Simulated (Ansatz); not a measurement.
A (001) slab of Al (P6_3/mmc (No. 194)), 8 planes, outer planes Al (top) and Al (bottom), with 8 atoms (Al8) in a surface cell of A = 7.056 Å², as cut from the bulk:

```
CELL_PARAMETERS angstrom
2.85432 0.00000 0.00000
-1.42716 2.47192 0.00000
0.00000 0.00000 31.42059
ATOMIC_POSITIONS crystal
Al 0.33333 0.66667 0.23870
Al 0.00000 0.00000 0.31336
Al 0.66667 0.33333 0.38801
Al 0.00000 0.00000 0.46267
Al 0.33333 0.66667 0.53733
Al 0.00000 0.00000 0.61199
Al 0.66667 0.33333 0.68664
Al 0.00000 0.00000 0.76130
```

Method: Ansatz 0.2.0, DFT PBE, scalar-relativistic, plane waves, PAW. Plane waves to 420 eV, a k mesh through Γ of 12×12×1 on the computed 8-atom cell and Gaussian smearing (0.10 eV); no spin polarisation. The cell repeats along c with a dipole correction in the vacuum.

Against the same 8 atoms in the bulk, the slab as cut lies 0.672 eV higher and the relaxed slab 0.667 eV higher.

Q: Work out the surface energy before and after relaxation.

A: The slab has two faces, so γ = (E_slab − N·E_bulk)/(2A), the mean of both. As cut: 0.672/(2 × 7.056) = 0.0476 eV/Å², and 1 eV/Å² = 16.02 J/m², so γ = 0.76 J/m². Relaxed: 0.667/(2 × 7.056) = 0.0473 eV/Å² = 0.76 J/m². Relaxation recovers 0.7 % of the cost of cutting.

Q: What is the ideal work of this cut, per area?

A: Griffith's ideal work is 2γ: 1.53 J/m² if the new faces stay rigid, 1.51 J/m² if they relax. One thickness was run, 8 planes, so γ can still shift with it.

The reference crystal is a form of Al, which isn't its usual structure.